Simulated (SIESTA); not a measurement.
The system is BAs.

```xyz
2
Lattice="0.0000 2.3885 2.3885 2.3885 0.0000 2.3885 2.3885 2.3885 0.0000" Properties=species:S:1:pos:R:3 pbc="T T T"
As    3.5827    3.5827    3.5827
B     0.0000    0.0000    0.0000
```

Base run:

- Program: SIESTA 5.4.2
- Functional: RPBE
- Potentials or basis: PseudoDojo 0.4 standard (PBE files)
- Basis: DZP (energy shift 0.003 Ry; two zetas on semicore shells)
- Grid cutoff: 500 Ry
- Energy shift: 0.003 Ry
- k mesh: 10 × 10 × 10
- Occupations: fermi-dirac, width 0.05 eV
- Spin: no spin polarisation

Its results: band gap on the k mesh 1.39 eV, indirect (least direct gap 3.36 eV); pressure 6.9 GPa.

The run is repeated on the same cell with these changes: functional from RPBE to PBE; basis from DZP (energy shift 0.003 Ry; two zetas on semicore shells) to TZDP (energy shift 0.003 Ry; two zetas on semicore shells). What comes out?

Band gap on the k mesh 1.31 eV, indirect (least direct gap 3.30 eV); pressure 4.4 GPa.

Several settings changed at once, so the effect can't be laid on one alone.

Caveats: the basis of atomic orbitals isn't converged, which shifts pressures, moduli and gaps; the potentials were made for another functional, which shifts forces and pressure (some runs); the real-space grid breaks the cell's symmetry a little (some runs).
